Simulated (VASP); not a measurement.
# KCl (Fm-3m) in VASP: notebook

KCl is run at these levels: PBEsol; tasks: single point.

Program: VASP 6.6.1. These are calculated values, not measurements. Logs are shortened: lines on timing, memory, paths and dates and some standing lists are left out, and cuts for length are marked.

**Experimental background.**

A printed reference work, monograph reports, for a bulk crystal of KCl: band gap 8.68 eV.

The results are compared with them further down.

## 1. The cell of the first run

The structure is cubic, space group Fm-3m (No. 225). The conventional cell has a = 6.183 Å, b = 6.183 Å, c = 6.183 Å, α = 90.00°, β = 90.00°, γ = 90.00°. K (site symmetry m-3m) has 6 Cl at 3.09 Å within 4.1 Å. Within 4.1 Å of Cl (site symmetry m-3m) lie 6 K at 3.09 Å.

## 2. Single point, PBEsol (volume scaled by 0.94)

INCAR reads:

```
PREC = Accurate ; ENCUT = 520
EDIFF = 1E-7 ; ISMEAR = -1
SIGMA = 0.03 ; LREAL = False
LASPH = True ; NELM = 60
ALGO = Normal ; ISIF = 2
LWAVE = False ; LCHARG = False
GGA = PS ; NBANDS = 15
```

KPOINTS reads:

```
Automatic mesh
0
Gamma
  7 7 7
```

POSCAR reads:

```
KCl
1.0
    0.0000000000      3.0916717177      3.0916717177
    3.0916717177      0.0000000000      3.0916717177
    3.0916717177      3.0916717177      0.0000000000
K Cl
1 1
Direct
    0.0000000000      0.0000000000      0.0000000000
    0.5000000000      0.5000000000      0.5000000000
```

Potentials or basis: VASP PAW PBE potentials, release 64 (K_sv, Cl).

The run is started by

```
$ cat potpaw_PBE.64/K_sv/POTCAR potpaw_PBE.64/Cl/POTCAR > POTCAR
$ mpirun -np 1 vasp_std > vasp.out
```

OUTCAR:

```text
PREC = Accurate
   ENCUT = 520
   EDIFF = 1E-7
   ISMEAR = -1
   LREAL = False
   LASPH = True
   NELM = 60
   ISIF = 2
   GGA = PS

 ion  position               nearest neighbor table
   1  0.000  0.000  0.000-   2 3.09   2 3.09   2 3.09   2 3.09   2 3.09   2 3.09
   2  0.500  0.500  0.500-   1 3.09   1 3.09   1 3.09   1 3.09   1 3.09   1 3.09

  LATTYP: Found a face centered cubic cell.
 ALAT       =     6.1833434354

  Lattice vectors:

 A1 = (   0.0000000000,   3.0916717177,   3.0916717177)
 A2 = (   3.0916717177,   0.0000000000,   3.0916717177)
 A3 = (   3.0916717177,   3.0916717177,   0.0000000000)

Analysis of symmetry for initial positions (statically):
=====================================================================
 Subroutine PRICEL returns:
 Original cell was already a primitive cell.

 Routine SETGRP: Setting up the symmetry group for a
 face centered cubic supercell.

 Subroutine GETGRP returns: Found 48 space group operations
 (whereof 48 operations were pure point group operations)
 out of a pool of 48 trial point group operations.

The static configuration has the point symmetry O_h .

Analysis of symmetry for dynamics (positions and initial velocities):
=====================================================================
 Subroutine PRICEL returns:
 Original cell was already a primitive cell.

 Routine SETGRP: Setting up the symmetry group for a
 face centered cubic supercell.

 Subroutine GETGRP returns: Found 48 space group operations
 (whereof 48 operations were pure point group operations)
 out of a pool of 48 trial point group operations.

The dynamic configuration has the point symmetry O_h .

 Subroutine INISYM returns: Found 48 space group operations
 (whereof 48 operations are pure point group operations),
 and found     1 'primitive' translations

----------------------------------------------------------------------------------------

                                     Primitive cell

  volume of cell :      59.1031

  direct lattice vectors                    reciprocal lattice vectors
     0.000000000  3.091671718  3.091671718    -0.161724803  0.161724803  0.161724803
     3.091671718  0.000000000  3.091671718     0.161724803 -0.161724803  0.161724803
     3.091671718  3.091671718  0.000000000     0.161724803  0.161724803 -0.161724803

  length of vectors
     4.372284074  4.372284074  4.372284074     0.280115576  0.280115576  0.280115576

  position of ions in fractional coordinates (direct lattice)
[... 83 lines left out ...]
   TEBEG  =    0.0;   TEEND  =   0.0 temperature during run
   PSTRESS=    0.0 pullay stress
   NELECT =      16.0000    total number of electrons
   NUPDOWN=      -1.0000    fix difference up-down
   EMIN   =  10.00;   EMAX   =-10.00  energy-range for DOS
   EFERMI =   0.00;   METHOD = LEGACY
   ISMEAR =    -1;   SIGMA  =   0.03  broadening in eV -4-tet -1-fermi 0-gaus
   EFERMI_NEDOS =   21; number of points for ismear=-14 and -15
   IALGO  =     38    algorithm
   IMIX   =      4    mixing-type and parameters
     AMIX     =   0.40;   BMIX     =  1.00
     AMIX_MAG =   1.60;   BMIX_MAG =  1.00
  volume/ion in A,a.u.               =      29.55       199.42
  Fermi-wavevector in a.u.,A,eV,Ry     =   1.059038  2.001291 15.259764  1.121561
  Thomas-Fermi vector in A             =   2.194369
   LORBIT       =      0    0 simple, 1 ext, 2 COOP (PROOUT), +10 PAW based schemes
   GGA     = PS    functional components
   LHFCALC =     F    Hartree Fock is set to
   AEXX    =    0.0000 exact exchange contribution
   IVDW    =     0    specifies the selected vdW correction
   LEPSILON=     F    determine dielectric tensor
   LRPA    =     F    only Hartree local field effects (RPA)
 non-spin polarized calculation
  energy-cutoff  :      520.00
  volume of cell :       59.10
 maximum number of plane-waves:      1639
 NGX is ok and might be reduce to    36
   NGX = 17   NGY = 17   NGZ = 17

 number of electron      16.0000001 magnetization

 Free energy of the ion-electron system (eV)
  ---------------------------------------------------
  ext. energy  EPLUGINS =         0.00000000
  ---------------------------------------------------
  free energy    TOTEN  =        -7.01910718 eV

  energy without entropy =       -7.01910718  energy(sigma->0) =       -7.01910718

 E-fermi :  -0.9552     XC(G=0):  -7.9506

 val. band max:       -1.6899513368   @ k =   0.0000   0.0000   0.0000
 cond. band min:       3.5043733988   @ k =   0.0000   0.0000   0.0000
 fundamental gap:      5.1943247357
 Fermi energy:        -0.9552304967

 k-point     1 :       0.0000    0.0000    0.0000
  band No.  band energies     occupation
      1     -28.6103      2.00000
      2     -13.8449      2.00000
      3     -12.1382      2.00000
      4     -12.1382      2.00000
      5     -12.1382      2.00000
      6      -1.6900      2.00000
      7      -1.6900      2.00000
      8      -1.6900      2.00000
      9       3.5044      0.00000
     10       6.6190      0.00000
     11       6.6190      0.00000
     12       6.6190      0.00000
     13       7.5382      0.00000
     14       7.5382      0.00000
[... 329 lines left out ...]
      2     -13.8540      2.00000
      3     -12.2726      2.00000
      4     -12.2266      2.00000
      5     -12.0370      2.00000
      6      -2.3403      2.00000
      7      -2.2401      2.00000
      8      -2.0966      2.00000
      9       5.9592      0.00000
     10       6.7148      0.00000
     11       7.9841      0.00000
     12       8.3696      0.00000
     13       9.8587      0.00000
     14       9.9725      0.00000
     15      10.8757      0.00000

------------------------ aborting loop because EDIFF is reached ----------------------------------------

  FORCE on cell =-STRESS in cart. coord.  units (eV):
  Direction    XX          YY          ZZ          XY          YZ          ZX
  --------------------------------------------------------------------------------------
  -------------------------------------------------------------------------------------
  Total        0.2343121      0.2343121      0.2343121     -0.0000000      0.0000000     -0.0000000
  in kB        6.3517752      6.3517752      6.3517752     -0.0000000      0.0000000     -0.0000000
  external PRESSURE =       6.3517752 kB  Pullay stress =       0.0000000 kB

 VOLUME and BASIS-vectors are now :
 -----------------------------------------------------------------------------
  energy-cutoff  :      520.00
  volume of cell :       59.10
      direct lattice vectors                 reciprocal lattice vectors
     0.000000000  3.091671718  3.091671718    -0.161724803  0.161724803  0.161724803
     3.091671718  0.000000000  3.091671718     0.161724803 -0.161724803  0.161724803
     3.091671718  3.091671718  0.000000000     0.161724803  0.161724803 -0.161724803

 POSITION                                       TOTAL-FORCE (eV/Angst)
 -----------------------------------------------------------------------------------
      0.00000      0.00000      0.00000        -0.000000     -0.000000      0.000000
      3.09167      3.09167      3.09167         0.000000      0.000000     -0.000000
 -----------------------------------------------------------------------------------
    total drift:                                0.000000      0.000000      0.000000

  FREE ENERGIE OF THE ION-ELECTRON SYSTEM (eV)
  ---------------------------------------------------
  free  energy   TOTEN  =        -7.0191071762 eV

  energy  without entropy=       -7.0191071762  energy(sigma->0) =       -7.01910718
```

OSZICAR:

```text
N       E                     dE             d eps       ncg     rms          rms(c)
DAV:   1     0.103783474794E+03    0.10378E+03   -0.72386E+03   600   0.968E+02
DAV:   2    -0.115704050055E+01   -0.10494E+03   -0.97040E+02   775   0.244E+02
DAV:   3    -0.703961174995E+01   -0.58826E+01   -0.58492E+01   832   0.515E+01
DAV:   4    -0.725584122554E+01   -0.21623E+00   -0.21617E+00   899   0.877E+00
DAV:   5    -0.725779790870E+01   -0.19567E-02   -0.19567E-02   853   0.902E-01    0.352E+00
DAV:   6    -0.702186369820E+01    0.23593E+00   -0.33325E-01   761   0.319E+00    0.288E+00
DAV:   7    -0.700897808620E+01    0.12886E-01   -0.77978E-02   810   0.170E+00    0.163E+00
DAV:   8    -0.701818110996E+01   -0.92030E-02   -0.13979E-02   772   0.888E-01    0.198E-01
DAV:   9    -0.701857783821E+01   -0.39673E-03   -0.56428E-04   810   0.151E-01    0.914E-02
DAV:  10    -0.701909995089E+01   -0.52211E-03   -0.53327E-04   649   0.142E-01    0.217E-02
DAV:  11    -0.701910496532E+01   -0.50144E-05   -0.17284E-05   840   0.251E-02    0.140E-02
DAV:  12    -0.701910714171E+01   -0.21764E-05   -0.49336E-06   691   0.131E-02    0.530E-03
DAV:  13    -0.701910717623E+01   -0.34519E-07   -0.54148E-07   733   0.487E-03
   1 F= -.70191072E+01 E0= -.70191072E+01  d E =-.683630E-12
```

stdout:

```text
POSCAR found type information on POSCAR K Cl
 POSCAR found :  2 types and       2 ions
 scaLAPACK will be used
 -----------------------------------------------------------------------------
|                                                                             |
|                                                                             |
|     You enforced a specific xc type in the INCAR file but a different       |
|     I HOPE YOU KNOW WHAT YOU ARE DOING!                                     |
|                                                                             |
 -----------------------------------------------------------------------------

 LDA part: xc-table for (Slater+PW92), standard interpolation
 POSCAR, INCAR and KPOINTS ok, starting setup
 FFT: planning ... GRIDC
 FFT: planning ... GRID_SOFT
 FFT: planning ... GRID
 WAVECAR not read
 entering main loop
```

It took 11 s on 1 thread of Intel Xeon 6975P-C (Granite Rapids), shared host; peak memory 0.2 GiB.

What came out:

| Property | Result |
| --- | --- |
| Free energy | -7.0191 eV |
| Pressure | 0.6 GPa |
| Band gap on the k mesh | 5.19 eV, direct |

Caveat: the PAW data sets were made with another functional, which shifts forces and pressure a little.

(Continued in part 2 of 3.)
